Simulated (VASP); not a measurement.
## ZnO (zincite) under changes of volume

One of the cells (12.138 Å³/atom); the others are scaled copies at fixed shape and fractional positions:

```
Zn O
1.0
     3.27083    0.00000    0.00000
    -1.63541    2.83262    0.00000
     0.00000    0.00000    5.24018
Zn O
2 2
Direct
  0.66667 0.33333 0.00000
  0.33333 0.66667 0.50000
  0.33333 0.66667 0.87901
  0.66667 0.33333 0.37901
```

| Property | Result |
| --- | --- |
| Program | VASP 6.6.1 |
| Functional | PBEsol |
| Potentials or basis | VASP PAW PBE potentials, release 64 (Zn, O) |
| Cutoff | 520 eV |
| k mesh | 9 × 9 × 5 |
| Occupations | fermi-dirac, width 0.05 eV |
| Spin | no spin polarisation |

```tsv
volume (Å³/atom)	energy over the lowest point (meV/atom)	pressure (GPa)	gap on the mesh (eV)	largest force (eV/Å)
11.186	18.23	9.7	0.77	0.088
11.424	?	?	?	?
11.662	0.00	2.5	0.72	0.073
12.138	0.82	-3.2	0.66	0.059
12.376	7.17	-5.6	0.63	0.052
12.614	16.94	-7.8	0.60	0.046
```

**Question.** What does the run at 11.424 Å³/atom give?

**Answer.** Energy over the lowest point 6.46 meV/atom; pressure 5.9 GPa; gap on the mesh 0.74 eV; largest force 0.080 eV/Å.

Worked out: A Birch-Murnaghan fit of order 3 (a polynomial in V^(-2/3)) to the other rows has its minimum at 11.87 Å³/atom with B0 = V·E''(V) = 145 GPa and B' = 4.5 at fixed shape and positions, which overstates the stiffness. It gives 6.46 meV/atom at 11.424 Å³/atom, against the run's 6.46, and -dE/dV = 6.1 GPa, against 5.9. A straight line through the other rows of the gap, of slope -1.42 eV per unit of ln V (its deformation potential), gives 0.74 eV, against the run's 0.74.

Energies are extrapolated to zero smearing.

Caveats: the PAW data sets were made with another functional, which shifts forces and pressure a little.
